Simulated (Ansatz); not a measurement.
**AlN (P6_3mc): the equilibrium volume**

Aim: the volume at which the pressure of AlN (P6_3mc) vanishes.

Program: Ansatz 0.2.0. Level of theory: DFT PBE, scalar-relativistic, plane waves, PAW. These are calculated values, not measurements.

3 further runs of the same task are left out: 3 set aside as unsound or not needed.

## Step 1: The starting structure

Symmetry: P6_3mc, No. 186, hexagonal system. The conventional cell has a = 3.129 Å, b = 3.129 Å, c = 5.017 Å, α = 90.00°, β = 90.00°, γ = 120.00°. Al (site symmetry 3m) is surrounded by 4 N at 1.90 to 1.91 Å. N (site symmetry 3m) has 4 Al at 1.90 to 1.91 Å as nearest neighbours.

Structure file:

```xyz
4
Lattice="3.1286 0.0000 0.0000 -1.5643 2.7094 0.0000 0.0000 0.0000 5.0170" Properties=species:S:1:pos:R:3 pbc="T T T"
Al    1.5643    0.9031    2.5049
Al    0.0000    1.8063    5.0134
N     1.5643    0.9031    4.4185
N     0.0000    1.8063    1.9100
```

## Step 2: The first run (PBE, 6×6×4 mesh)

Contents of input.yaml:

```yaml
crystal:
  lattice:
    - [3.128588136, 0.0, 0.0]
    - [-1.564294068, 2.7094368037, 0.0]
    - [0.0, 0.0, 5.016955]
  atoms:
    - { symbol: Al, position: [0.66666667, 0.33333333, 0.499287] }
    - { symbol: Al, position: [0.33333333, 0.66666667, 0.999287] }
    - { symbol: "N", position: [0.66666667, 0.33333333, 0.880713] }
    - { symbol: "N", position: [0.33333333, 0.66666667, 0.380713] }
basis:
  ecutwfc: 420
kpoints:
  mp_grid: { grid: [6, 6, 4] }
hamiltonian:
  xc: pbe
scf:
  occupations: { method: gaussian, width: 0.1 }
output:
  forces: true
  stress: true
  eigenvalues: true
```

The run is started by

```bash
$ ansatz run input.yaml --threads 8 --pin off --max-ram 16384MiB --backend cpu --events-out ev --progress --plain --runs-dir out
```

Standard output, shortened:

```text
Warning: RAYON_NUM_THREADS=8 ignored (pool sized by the plan → 8); use --threads N
[...]
Pseudopotentials: kind: paw
Pseudopotential: Al, paw, valence charge 3, recommended cutoff 420 eV (normal), Al.paw.azcp
Pseudopotential: N, paw, valence charge 5, recommended cutoff 420 eV (normal), N.paw.azcp
Functional definition: PBE
[...]
Crystal: 4 atoms, lattice volume = 42.527 Å³
Basis set: ecut = 420 eV, 833 PW (Γ), exchange–correlation on 48×48×72 points (8 copies of the dense FFT grid, shifted against one another)
Bands: 12, of which v1, the nominal top of the filled ones, is band 8 counted from 1 (7 counted from 0)
Symmetry: 12 space group operations
Space group: P63mc (ITA 186), of the structure as read, at distance tolerance 3.5e-5 Å
k-points: 21 of 144 (time reversal used)
[...]
SCF iter   1: F=—  HF=-1848.506386 eV  |F-HF|=—  |Δ(HF+E_count)|=         —  Δρ=7.87e-4  dr2=1.11e-4  ethr=1.77e-3  ⟨swp⟩=5.2  Hψ=1588  notcnv=0
[...]
SCF iter   6: F=-1848.506556 eV  HF=-1848.506556 eV  |F-HF|=1.32e-11  |Δ(HF+E_count)|=  6.78e-10  Δρ=2.39e-7  dr2=9.55e-12  ethr=1.38e-11  ⟨swp⟩=1.9  Hψ=770  notcnv=0
[...]
SCF converged after 6 iterations
Free energy (F): -1848.506556 eV
[...]
E sigma→0 (E₀):  -1848.506556 eV
Fermi energy:    8.977893 eV
[...]
--- Forces (eV/Å), atoms counted from 1 ---
  atom   1  Al     0.00000000     0.00000000    -0.00508847
  atom   2  Al    -0.00000000    -0.00000000    -0.00508847
  atom   3  N      0.00000000    -0.00000000     0.00507561
  atom   4  N     -0.00000000     0.00000000     0.00507561
[...]
--- Stress (GPa, compression-positive) ---
        0.273981       0.000000      -0.000000
        0.000000       0.273981      -0.000000
       -0.000000      -0.000000       0.188450
  P = ⅓ Tr σ = 0.2455 GPa (2.455 kbar)
--- Band table (eV; the first three rows and the last of 21) ---
  k-point 0: bands = ["-8.1055", "-6.0249", "1.0538", "6.1164", "6.1164", "6.7553", "6.7553", "6.9544", "11.0013", "13.4836", "17.4172", "18.0043"]
[...]
```

It took 0.94 s on 8 threads of Arm Neoverse V1, shared host; peak memory 0.31 GiB.

Read off: volume 10.632 Å³/atom, pressure 0.25 GPa, mesh gap 4.05 eV.

## Step 3: Relaxing cell and atoms

Changes to input.yaml since step 2:

```diff
@@ -13,3 +13,3 @@
 kpoints:
-  mp_grid: { grid: [6, 6, 4] }
+  mp_grid: { grid: [9, 9, 4] }
 hamiltonian:
@@ -17,3 +17,3 @@
 scf:
-  occupations: { method: gaussian, width: 0.1 }
+  occupations: { method: gaussian, width: 0.02 }
 output:
@@ -22 +22,6 @@
   eigenvalues: true
+relax:
+  adjacent_minimum: "off"
+  f_tol: 0.005
+  max_steps: 80
+  cell: { stress_tol: 0.05 }
```

The run is started by

```bash
$ ansatz run input.yaml --threads 8 --pin off --max-ram 16384MiB --backend cpu --events-out ev --progress --plain --runs-dir out
```

Standard output:

```text
Warning: RAYON_NUM_THREADS=8 ignored (pool sized by the plan → 8); use --threads N
Engine: ansatz 0.2.0, aarch64-unknown-linux-gnu
Pseudopotentials: kind: paw
Pseudopotential: Al, paw, valence charge 3, recommended cutoff 420 eV (normal), Al.paw.azcp
Pseudopotential: N, paw, valence charge 5, recommended cutoff 420 eV (normal), N.paw.azcp
Functional definition: PBE
  parameter kappa = 0.804
  parameter beta = 0.06672455060314922
  exchange = pbe_x(kappa = kappa, mu = beta*pi^2/3)
  correlation = pbe_c(beta = beta)
Crystal: 4 atoms, lattice volume = 42.527 Å³
Basis set: ecut = 420 eV, 833 PW (Γ), exchange–correlation on 48×48×72 points (8 copies of the dense FFT grid, shifted against one another)
Bands: 12, of which v1, the nominal top of the filled ones, is band 8 counted from 1 (7 counted from 0)
Symmetry: 12 space group operations
Space group: P63mc (ITA 186), of the structure as read, at distance tolerance 3.5e-5 Å
k-points: 36 of 324 (time reversal used)
Non-local potential: Al, projectors of the file, l = 0: 2, l = 1: 2, l = 2: 1
Non-local potential: N, projectors of the file, l = 0: 2, l = 1: 2, l = 2: 1
PAW form: soft (Blöchl's): semilocal exchange-correlation on the pseudo side does not see the compensation charge
PAW one-centre angular grid: Al, 110 points (default); XC on 64 Gauss nodes
PAW one-centre angular grid: N, 110 points (default); XC on 64 Gauss nodes
Initial density: superposition of atomic densities (neutral atoms: chi_scale 0, normalization atom), corrected by the library's trained network
Initial wavefunctions: pseudopotential atomic-orbital guess
Functional: x = pbe(κ = 0.804, μ = 0.2195149727645171), c = pbe(β = 0.06672455060314922)
SCF iter   1: F=—  HF=-1848.507663 eV  |F-HF|=—  |Δ(HF+E_count)|=         —  Δρ=8.14e-4  dr2=1.31e-4  ethr=1.77e-3  ⟨swp⟩=6.1  Hψ=2915  notcnv=0
preconditioner: auto → none  [insulator: Δε(μ)=4.044 eV  Ē_g=12.992 eV  σ=0.020 eV  W_gap=1.00  n_scr=2 (ndim 8)  ℏωp=22.8 eV  f_vac=0.000  D(μ)=0.00/eV (n_scr^D=0)  ε∞_Penn≈4.1]
SCF iter   2: F=—  HF=-1848.508005 eV  |F-HF|=—  |Δ(HF+E_count)|=   3.41e-4  Δρ=3.94e-4  dr2=2.04e-5  ethr=8.17e-7  ⟨swp⟩=2.3  Hψ=1050  notcnv=0
SCF iter   3: F=—  HF=-1848.507850 eV  |F-HF|=—  |Δ(HF+E_count)|=   1.55e-4  Δρ=6.23e-5  dr2=6.45e-7  ethr=1.27e-7  ⟨swp⟩=2.2  Hψ=692  notcnv=0
iter 4 did not close the SCF: its close was put off for the readings that it lacked (scf_convergence_deferred on its scf_iter line)
SCF iter   4: F=-1848.507852 eV  HF=-1848.507852 eV  |F-HF|=1.11e-8  |Δ(HF+E_count)|=   1.99e-6  Δρ=9.79e-6  dr2=1.66e-8  ethr=4.03e-9  ⟨swp⟩=2.1  Hψ=705  notcnv=0
iter 5 did not close the SCF: its close was put off for the readings that it lacked (scf_convergence_deferred on its scf_iter line)
SCF iter   5: F=-1848.507852 eV  HF=-1848.507852 eV  |F-HF|=5.63e-10  |Δ(HF+E_count)|=   1.33e-8  Δρ=1.86e-6  dr2=8.09e-10  ethr=1.04e-10  ⟨swp⟩=2.6  Hψ=737  notcnv=0
SCF iter   6: F=-1848.507852 eV  HF=-1848.507852 eV  |F-HF|=9.32e-12  |Δ(HF+E_count)|=  2.46e-10  Δρ=1.74e-7  dr2=5.53e-12  ethr=5.05e-12  ⟨swp⟩=1.2  Hψ=1250  notcnv=0
SCF 1 converged in 6 iterations: F = -1848.507852 eV  dr2 = 5.53e-12
relax step   1: F+E_penalty+E_count = -1848.50785171 eV  Δ(F+E_penalty+E_count) = +0.000e0 eV  max|allowed force component| = 3.823e-3 eV/Å  Δτ_max = 0.0000 Å  P = +0.252 GPa  Ω = 42.527 Å³  (6 SCF iters, dr2 threshold 1.00e-7 eV, accepted)
Crystal: 4 atoms, lattice volume = 42.555 Å³
Initial density: handed on by an earlier stage of this run
Initial wavefunctions: those handed on with the density
iter 1 solved again at ethr=6.43e-8 eV; its pass at ethr=3.10e-3 eV (dr2=1.03e-5 eV) is discarded
SCF iter   1: F=—  HF=-1848.508044 eV  |F-HF|=—  |Δ(HF+E_count)|=         —  Δρ=1.48e-4  dr2=1.06e-5  ethr=6.43e-8  ⟨swp⟩=1.0  Hψ=2618  notcnv=0
preconditioner: auto → none  [insulator: Δε(μ)=4.039 eV  Ē_g=12.988 eV  σ=0.020 eV  W_gap=1.00  n_scr=2 (ndim 8)  ℏωp=22.8 eV  f_vac=0.000  D(μ)=0.00/eV (n_scr^D=0)  ε∞_Penn≈4.1]
SCF iter   2: F=—  HF=-1848.507803 eV  |F-HF|=—  |Δ(HF+E_count)|=   2.41e-4  Δρ=2.89e-5  dr2=3.79e-7  ethr=6.43e-8  ⟨swp⟩=2.1  Hψ=641  notcnv=0
iter 3 did not close the SCF: its close was put off for the readings that it lacked (scf_convergence_deferred on its scf_iter line)
SCF iter   3: F=-1848.507803 eV  HF=-1848.507803 eV  |F-HF|=3.62e-9  |Δ(HF+E_count)|=   8.28e-8  Δρ=1.03e-5  dr2=3.16e-8  ethr=2.37e-9  ⟨swp⟩=2.0  Hψ=682  notcnv=0
iter 4 did not close the SCF: its close was put off for the readings that it lacked (scf_convergence_deferred on its scf_iter line)
SCF iter   4: F=-1848.507803 eV  HF=-1848.507803 eV  |F-HF|=8.53e-11  |Δ(HF+E_count)|=   1.22e-9  Δρ=6.91e-7  dr2=1.04e-10  ethr=1.97e-10  ⟨swp⟩=2.1  Hψ=722  notcnv=0
iter 5 did not close the SCF: its close was put off for the readings that it lacked (scf_convergence_deferred on its scf_iter line)
SCF iter   5: F=-1848.507803 eV  HF=-1848.507803 eV  |F-HF|=4.09e-12  |Δ(HF+E_count)|=  9.96e-11  Δρ=1.39e-7  dr2=4.42e-12  ethr=1.00e-12  ⟨swp⟩=2.9  Hψ=761  notcnv=0
SCF iter   6: F=-1848.507803 eV  HF=-1848.507803 eV  |F-HF|=2.27e-13  |Δ(HF+E_count)|=  5.23e-12  Δρ=1.82e-8  dr2=9.49e-14  ethr=1.00e-12  ⟨swp⟩=1.0  Hψ=1008  notcnv=0
SCF 2 converged in 6 iterations: F = -1848.507803 eV  dr2 = 9.49e-14
relax step   2: F+E_penalty+E_count = -1848.50780278 eV  Δ(F+E_penalty+E_count) = +4.892e-5 eV  max|allowed force component| = 2.488e-3 eV/Å  Δτ_max = 0.0002 Å  P = +0.121 GPa  Ω = 42.555 Å³  energy of the carried Pulay correction = -8.419e-5 eV  (6 SCF iters, dr2 threshold 1.88e-7 eV, accepted)
Crystal: 4 atoms, lattice volume = 42.580 Å³
iter 1 solved again at ethr=5.61e-8 eV; its pass at ethr=3.10e-3 eV (dr2=8.98e-6 eV) is discarded
SCF iter   1: F=—  HF=-1848.507975 eV  |F-HF|=—  |Δ(HF+E_count)|=         —  Δρ=1.37e-4  dr2=9.24e-6  ethr=5.61e-8  ⟨swp⟩=1.0  Hψ=2618  notcnv=0
preconditioner: auto → none  [insulator: Δε(μ)=4.033 eV  Ē_g=12.983 eV  σ=0.020 eV  W_gap=1.00  n_scr=2 (ndim 8)  ℏωp=22.8 eV  f_vac=0.000  D(μ)=0.00/eV (n_scr^D=0)  ε∞_Penn≈4.1]
SCF iter   2: F=—  HF=-1848.507734 eV  |F-HF|=—  |Δ(HF+E_count)|=   2.41e-4  Δρ=2.52e-5  dr2=3.03e-7  ethr=5.61e-8  ⟨swp⟩=2.1  Hψ=648  notcnv=0
iter 3 did not close the SCF: its close was put off for the readings that it lacked (scf_convergence_deferred on its scf_iter line)
SCF iter   3: F=-1848.507734 eV  HF=-1848.507734 eV  |F-HF|=3.32e-9  |Δ(HF+E_count)|=   6.67e-8  Δρ=9.31e-6  dr2=2.57e-8  ethr=1.89e-9  ⟨swp⟩=2.0  Hψ=685  notcnv=0
iter 4 did not close the SCF: its close was put off for the readings that it lacked (scf_convergence_deferred on its scf_iter line)
SCF iter   4: F=-1848.507734 eV  HF=-1848.507734 eV  |F-HF|=4.12e-11  |Δ(HF+E_count)|=   1.45e-9  Δρ=6.56e-7  dr2=9.95e-11  ethr=1.60e-10  ⟨swp⟩=2.1  Hψ=721  notcnv=0
iter 5 did not close the SCF: its close was put off for the readings that it lacked (scf_convergence_deferred on its scf_iter line)
SCF iter   5: F=-1848.507734 eV  HF=-1848.507734 eV  |F-HF|=9.09e-12  |Δ(HF+E_count)|=  5.28e-11  Δρ=1.78e-7  dr2=5.87e-12  ethr=1.00e-12  ⟨swp⟩=2.1  Hψ=720  notcnv=0
SCF iter   6: F=-1848.507734 eV  HF=-1848.507734 eV  |F-HF|=0.00e0  |Δ(HF+E_count)|=  1.00e-11  Δρ=1.34e-8  dr2=4.89e-14  ethr=1.00e-12  ⟨swp⟩=1.0  Hψ=1008  notcnv=0
SCF 3 converged in 6 iterations: F = -1848.507734 eV  dr2 = 4.89e-14
relax step   3: F+E_penalty+E_count = -1848.50773399 eV  Δ(F+E_penalty+E_count) = +6.879e-5 eV  max|allowed force component| = 3.910e-4 eV/Å  Δτ_max = 0.0001 Å  P = -0.000 GPa  Ω = 42.580 Å³  energy of the carried Pulay correction = -1.632e-4 eV  (6 SCF iters, dr2 threshold 3.71e-8 eV, accepted)
Initial wavefunctions: pseudopotential atomic-orbital guess (no wavefunctions were taken with the density)
iter 1 solved again at ethr=9.36e-9 eV; its pass at ethr=3.10e-3 eV (dr2=1.50e-6 eV) is discarded
SCF iter   1: F=—  HF=-1848.508103 eV  |F-HF|=—  |Δ(HF+E_count)|=         —  Δρ=8.77e-6  dr2=6.56e-9  ethr=9.36e-9  ⟨swp⟩=3.1  Hψ=4192  notcnv=0
preconditioner: auto → none  [insulator: Δε(μ)=4.034 eV  Ē_g=12.984 eV  σ=0.020 eV  W_gap=1.00  n_scr=2 (ndim 8)  ℏωp=22.8 eV  f_vac=0.000  D(μ)=0.00/eV (n_scr^D=0)  ε∞_Penn≈4.1]
SCF iter   2: F=—  HF=-1848.507865 eV  |F-HF|=—  |Δ(HF+E_count)|=   2.38e-4  Δρ=4.42e-6  dr2=1.73e-9  ethr=4.10e-11  ⟨swp⟩=3.3  Hψ=907  notcnv=0
SCF iter   3: F=—  HF=-1848.507865 eV  |F-HF|=—  |Δ(HF+E_count)|=   2.56e-9  Δρ=2.73e-6  dr2=5.66e-10  ethr=1.08e-11  ⟨swp⟩=1.0  Hψ=432  notcnv=0
iter 4 did not close the SCF: its close was put off for the readings that it lacked (scf_convergence_deferred on its scf_iter line)
SCF iter   4: F=-1848.507865 eV  HF=-1848.507865 eV  |F-HF|=2.50e-12  |Δ(HF+E_count)|=   1.84e-9  Δρ=1.40e-7  dr2=2.42e-12  ethr=3.54e-12  ⟨swp⟩=2.1  Hψ=679  notcnv=0
iter 5 did not close the SCF: its close was put off for the readings that it lacked (scf_convergence_deferred on its scf_iter line)
SCF iter   5: F=-1848.507865 eV  HF=-1848.507865 eV  |F-HF|=4.55e-13  |Δ(HF+E_count)|=  1.82e-12  Δρ=5.66e-8  dr2=4.84e-13  ethr=1.00e-12  ⟨swp⟩=1.0  Hψ=432  notcnv=0
iter 6 did not close the SCF: its close was put off for the readings that it lacked (scf_convergence_deferred on its scf_iter line)
SCF iter   6: F=-1848.507865 eV  HF=-1848.507865 eV  |F-HF|=0.00e0  |Δ(HF+E_count)|=  6.82e-13  Δρ=2.89e-8  dr2=1.01e-13  ethr=1.00e-12  ⟨swp⟩=1.0  Hψ=432  notcnv=0
iter 7 did not close the SCF: its close was put off for the readings that it lacked (scf_convergence_deferred on its scf_iter line)
SCF iter   7: F=-1848.507865 eV  HF=-1848.507865 eV  |F-HF|=4.55e-13  |Δ(HF+E_count)|=  4.55e-13  Δρ=1.17e-8  dr2=1.57e-14  ethr=1.00e-12  ⟨swp⟩=1.0  Hψ=432  notcnv=0
SCF iter   8: F=-1848.507865 eV  HF=-1848.507865 eV  |F-HF|=2.27e-13  |Δ(HF+E_count)|=  6.82e-13  Δρ=3.30e-9  dr2=1.21e-15  ethr=1.00e-12  ⟨swp⟩=1.0  Hψ=1008  notcnv=0
SCF 4 converged in 8 iterations: F = -1848.507865 eV  dr2 = 1.21e-15
relax step   4: F+E_penalty+E_count = -1848.50786471 eV  Δ(F+E_penalty+E_count) = -1.307e-4 eV  max|allowed force component| = 4.091e-4 eV/Å  Δτ_max = 0.0000 Å  P = +0.006 GPa  Ω = 42.580 Å³  stress off target by 6.95e-3 GPa  SCF on the basis re-selected at this cell (its energy is not comparable with the rows above)  (8 SCF iters)
basis re-selected at this cell: Δ(F+E_penalty+E_count) = -1.307e-4 eV, ΔP = +0.006 GPa vs the last step (what re-selecting the basis moved, of the pressure what is left beyond the Pulay correction that the steps carried, after the strain that the cell walked since its last selection, with what the two solves' SCF thresholds leave and, on support functions, any second-order correction that the steps lacked; it is no measure of the basis error at this ecutwfc). This SCF's stress stands 6.95e-3 GPa from its target on what of the cell is left free (relax.cell.stress_tol is 5.00e-2 GPa) and its largest allowed force component is 4.09e-4 eV/Å (relax.f_tol is 5.00e-3 eV/Å): within both
SCF converged after 8 iterations
Free energy (F): -1848.507865 eV
Harris-Foulkes:  -1848.507865 eV  (|F-HF|=2.27e-13)
Internal energy: -1848.507865 eV  (E = F + TS)
E sigma→0 (E₀):  -1848.507865 eV
Fermi energy:    8.960283 eV
--- Per-component energies (eV) ---
  E_band       = 27.854896
  E_kinetic    = 317.322383
  E_local      = -451.605016  (includes V_loc(G=0)·N_el)
  E_nonlocal   = 110.503507
  E_hartree    = 156.640852
  E_xc         = -203.250354
  E_vxc        = -215.380394  (∫ρ·V_xc dr)
  E_paw        = -1190.066832  (= ΣΔE_a)
  E_vpaw       = -46.267483  (= ΣTr[D̂ρ^β])
  E_aug_tail   = 0.000195  (compensation charges beyond the density's cutoff)
  E_ewald      = -588.052600
  E_smearing   = -0.000000  (= −TS)
  E_closure    = 0.000000  (closes the sum)
  Σ components = -1848.507865   (vs F -1848.507865, Δ=0.00e0)
--- Forces (eV/Å), atoms counted from 1 ---
  atom   1  Al    -0.00000000     0.00000000    -0.00041501
  atom   2  Al    -0.00000000    -0.00000000    -0.00041501
  atom   3  N     -0.00000000    -0.00000000     0.00040312
  atom   4  N      0.00000000     0.00000000     0.00040312
  max |Σ_I F_I| component: 2.38e-5 eV/Å
--- Stress (GPa, compression-positive) ---
        0.005130       0.000000       0.000000
       -0.000000       0.005130       0.000000
        0.000000       0.000000       0.006950
  P = ⅓ Tr σ = 0.0057 GPa (0.057 kbar)
--- Band table (eV; the first three rows and the last of 36) ---
  k-point 0: bands = ["-8.1119", "-6.0340", "1.0473", "6.1012", "6.1012", "6.7406", "6.7406", "6.9432", "10.9773", "13.4569", "17.3963", "17.9791"]
  k-point 1: bands = ["-7.8812", "-6.4497", "1.8231", "5.7408", "6.1900", "6.1900", "6.6425", "6.6425", "11.9477", "13.5708", "17.0662", "17.9512"]
  k-point 2: bands = ["-7.2487", "-7.2487", "3.6467", "3.6467", "6.4118", "6.4118", "6.4118", "6.4118", "13.2502", "13.2502", "17.1194", "17.1194"]
  k-point 35: bands = ["-5.6435", "-5.6435", "2.1738", "2.1738", "3.1646", "3.1646", "6.1571", "6.1571", "14.2971", "14.2971", "14.6574", "14.6574"]
--- Relaxed structure (3 steps of the walk, 3 accepted, 1 SCFs on fresh bases) ---
  F+E_penalty+E_count = -1848.50786471 eV   max|allowed force component| = 4.091e-4 eV/Å   (the final SCF, on the basis selected at the relaxed cell)
  cell:  # Å, volume = 42.5802 Å³
    - [3.13020362580885, -8.805030571253245e-34, 1.7262340197814888e-34]
    - [-1.565101812904425, 2.7108358589686237, 3.65241146477691e-20]
    - [2.768161873768644e-34, 6.76302319916157e-20, 5.018019379611313]
  atoms:
    - { symbol: Al, position: [0.6666666666666666, 0.3333333333333333, 0.49923494869105195] }
    - { symbol: Al, position: [0.3333333333333333, 0.6666666666666666, 0.999234948691052] }
    - { symbol: N, position: [0.6666666666666666, 0.3333333333333333, 0.8807650513089481] }
    - { symbol: N, position: [0.3333333333333333, 0.6666666666666666, 0.38076505130894805] }
```

Run time: 1.8 s. Hardware: 8 threads of Arm Neoverse V1, shared host; peak memory 0.36 GiB.

The steps of the relaxation:

| step | energy from step 1 (meV/atom) | largest force component (eV/Å) | pressure (GPa) | volume (Å³/atom) |
| --- | --- | --- | --- | --- |
| 1 | 0.0 | 0.004 | 0.25 | 10.632 |
| 2 | 0.0 | 0.002 | 0.12 | 10.639 |
| 3 | 0.0 | 0.000 | 0.00 | 10.645 |
| 4 | 0.0 | 0.000 | 0.01 | 10.645 |

Step 1 is the start. Step 4 repeats the geometry before it on a plane-wave basis chosen anew for the final cell, which leaves the energy as it was. The run keeps the 12 symmetry operations that it found, so it can't reach a distortion that breaks them.

In short: volume 10.645 Å³/atom, pressure 0.01 GPa, mesh gap 4.03 eV.

## Step 4: Summary of results

| quantity | value |
| --- | --- |
| volume | 10.645 Å³/atom |
| pressure | 0.01 GPa |
| conventional cell | a = 3.130 Å, b = 3.130 Å, c = 5.018 Å, α = 90.00°, β = 90.00°, γ = 120.00° |
| gap on the mesh | 4.03 eV |

The volume stayed near 10.65 Å³/atom, where the pressure is zero within 0.01 GPa.

The gaps are Kohn-Sham values of a semilocal functional, not quasiparticle or optical gaps. Such gaps usually fall short of the measured ones.
